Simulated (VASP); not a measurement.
Write the native input for VASP 6.6.1 that does the following.

```
Task                   : relaxation of the atoms
Functional             : r2SCAN
Potentials or basis    : VASP PAW PBE potentials, release 64 (Ca_sv, O)
Cutoff                 : 600 eV
k mesh                 : 10 × 10 × 10
Occupations            : gaussian, width 0.03 eV
Spin                   : no spin polarisation
Further INCAR settings : ALGO = Normal; EDIFF = 1e-07; IBRION = 2; EDIFFG = -0.01; NSW = 40
```

The structure of CaO (Lime) lies in POSCAR:

```
CaO                                     
1.0
    0.0000000000      2.4196819167      2.4196819167
    2.4196819167      0.0000000000      2.4196819167
    2.4196819167      2.4196819167      0.0000000000
  Ca              O             
     1     1
Direct
     0.0000000000000000    0.0000000000000000    0.0000000000000000
     0.5000000000000000    0.5000000000000000    0.5000000000000000
```

The cell isn't the ideal one: a relaxed cell with its volume scaled by 1.02.

These files were run (other wordings do the same):

INCAR

```
ALGO = Normal
EDIFF = 1E-7
EDIFFG = -0.01
ENCUT = 600
IBRION = 2
ISIF = 2
ISMEAR = 0
LASPH = T
LCHARG = F
LMIXTAU = T
LREAL = F
LWAVE = F
METAGGA = R2SCAN
NELM = 80
NSW = 40
PREC = Accurate
SIGMA = 0.03
```

KPOINTS

```
k-points
0
Gamma
  10 10 10
```

Potentials or basis: VASP PAW PBE potentials, release 64 (Ca_sv, O).

Run with:

```console
$ cat potpaw_PBE.64/Ca_sv/POTCAR potpaw_PBE.64/O/POTCAR > POTCAR
$ mpirun -np 1 vasp_std > vasp.out
```

It gave:

| Property | Result |
| --- | --- |
| Pressure after relaxing | -2.2 GPa |
| Band gap on the k mesh | 4.19 eV, indirect (least direct gap 4.57 eV) |

Caveat: the relaxation stopped at its first step, so nothing moved; the PAW data sets were made with another functional, which shifts forces and pressure a little.

Run time: 2.7 min on 1 thread of AMD EPYC 7R13 Processor (Zen 3) (shared host), peak memory 0.15 GiB.
